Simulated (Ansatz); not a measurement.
# Band structure of TaS2

```xyz
3
Lattice="3.3500 0.0000 0.0000 -1.6750 2.9012 0.0000 0.0000 0.0000 5.8600" Properties=species:S:1:pos:R:3 pbc="T T T"
Ta    0.0000    0.0000    0.0000
S     0.0000    1.9341    1.4650
S     1.6750    0.9671    4.3950
```

Atom numbers follow the list: Ta1, S2, S3.

The geometry is COD entry 1537360, unchecked; take it as a test cell. It differs from other determinations.

Spin polarisation is left out, and whether a magnetic state lies lower isn't shown here.

No spin–orbit coupling, which matters for the heavy atoms here.

These are results of DFT, PBE, all-electron LAPW, scalar-relativistic (Ansatz 0.2.0), not measurements.

Settings: a Γ-centred 8×8×4 k mesh, Fermi–Dirac smearing of 0.02 eV, basis error target 1 meV/atom, no spin polarisation.

Points in fractions of the reciprocal vectors of this cell: Γ (0, 0, 0), M (0.5, 0, 0), K (0.333, 0.333, 0), A (0, 0, 0.5), L (0.5, 0, 0.5), H (0.333, 0.333, 0.5). The path joins them by straight lines in the order Γ–M–K–Γ–A–L–H–A–L; legs that retrace an earlier one aren't tabulated. Energies are in eV from the Fermi level.

(1) Metal or insulator at this level of theory?

(2) Tabulate bands 34 to 39, counted from the lowest band of the run, along the path.

## Answers

(1) No gap opens: metallic or semimetallic.

(2) 
```csv
k (1/Å),point,band 34,band 35,band 36,band 37,band 38,band 39
0.00,Γ,-0.84,-0.84,0.00,0.00,0.24,4.05
0.27,,-1.59,-1.28,-0.04,0.80,0.80,3.67
0.54,,-2.24,-1.85,-0.46,1.57,1.58,4.29
0.81,,-3.01,-2.35,-0.75,2.12,2.50,4.91
1.08,M,-3.50,-2.31,-0.84,2.43,2.97,4.49
1.24,,-3.39,-2.92,-0.34,2.36,2.84,4.54
1.40,,-3.85,-3.22,0.40,2.26,2.49,4.17
1.55,,-3.88,-3.19,0.95,2.13,2.22,3.93
1.71,K,-3.85,-3.24,1.14,2.10,2.10,4.16
2.02,,-3.97,-2.83,0.76,1.64,2.64,3.62
2.33,,-3.30,-1.92,0.13,1.15,2.27,3.52
2.65,,-1.95,-1.27,0.11,0.66,1.07,3.79
2.96,Γ,-0.84,-0.84,0.00,0.00,0.24,4.05
3.09,,-0.86,-0.86,-0.01,-0.01,0.50,4.11
3.23,,-0.91,-0.91,-0.02,-0.02,0.88,4.25
3.36,,-0.96,-0.96,-0.03,-0.03,1.13,4.40
3.49,A,-0.98,-0.98,-0.03,-0.03,1.20,4.47
3.77,,-2.43,-1.68,0.08,0.79,1.75,3.72
4.04,,-2.40,-2.21,-0.46,1.68,2.19,3.69
4.31,,-2.56,-2.14,-1.02,2.20,2.47,4.37
4.58,L,-2.29,-2.03,-1.28,2.42,2.97,4.38
4.73,,-2.63,-2.39,-0.81,2.33,2.82,4.17
4.89,,-3.46,-2.69,-0.16,2.15,2.42,3.96
5.05,,-3.72,-3.17,0.54,1.81,1.86,4.32
5.20,H,-3.59,-3.59,1.22,1.44,1.44,5.06
5.52,,-3.66,-2.93,0.74,0.87,2.68,3.81
5.83,,-3.39,-2.28,0.52,0.71,2.64,3.56
6.14,,-2.58,-2.01,0.38,0.62,1.93,3.68
6.45,A,-0.98,-0.98,-0.03,-0.03,1.20,4.47
```
